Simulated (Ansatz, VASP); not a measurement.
Al2Cu: VASP beside Ansatz

INCAR

```
PREC = Accurate
ENCUT = 520
EDIFF = 1E-7
ISMEAR = 0
SIGMA = 0.1
LREAL = False
LASPH = True
NELM = 100
ALGO = Normal
ISIF = 2
LWAVE = False
LCHARG = False
GGA = CA
NBANDS = 16
```

KPOINTS

```
Automatic mesh
0
Gamma
  10 10 14
```

The input POSCAR:

```
Al2Cu
1.0
    4.1051820000      0.0000000000      0.0000000000
    0.0000000000      4.1051820000      0.0000000000
    0.0000000000      0.0000000000      2.8913130000
Al Cu
2 1
Direct
    0.5000000000      0.0000000000      0.5000000000
    0.0000000000      0.5000000000      0.5000000000
    0.0000000000      0.0000000000      0.0000000000
```

Input for Ansatz:

```yaml
crystal:
  lattice:
    - [4.105182, 0.0, 0.0]
    - [0.0, 4.105182, 0.0]
    - [0.0, 0.0, 2.891313]
  atoms:
    - { symbol: Al, position: [0.5, 0.0, 0.5] }
    - { symbol: Al, position: [0.0, 0.5, 0.5] }
    - { symbol: Cu, position: [0.0, 0.0, 0.0] }
basis:
  ecutwfc: 420
kpoints:
  mp_grid: { grid: [10, 10, 14] }
hamiltonian:
  xc: lda
scf:
  occupations: { method: gaussian, width: 0.1 }
output:
  forces: true
  stress: true
  eigenvalues: true
  write_density: true
  write_potential: true
  elf: true
  volumetric_format: npy
```

Alike in both runs: task single point; functional LDA; k mesh 10 × 10 × 14; occupations gaussian, width 0.1 eV; no spin polarisation.

|  | VASP | Ansatz |
| --- | --- | --- |
| version | VASP 6.6.1 | Ansatz 0.2.0 |
| potentials or method | VASP PAW LDA potentials, release 64 (Al, Cu) | scalar-relativistic, plane waves, PAW |
| plane-wave cutoff (eV) | 520 | 420 |
| valence electrons in the cell | 17 | 25 |

|  | VASP | Ansatz | Ansatz less VASP |
| --- | --- | --- | --- |
| gap on the k mesh at the Fermi level (eV) | none | none | - |
| pressure (GPa) | -4.9 | -5.1 | -0.22 |
| largest component of the traceless stress (GPa) | 0.60 | 0.62 | +0.020 |

A gap of «none» marks a metal or a gap that the smearing closes. The two sets of potentials don't hold the same shells in valence.
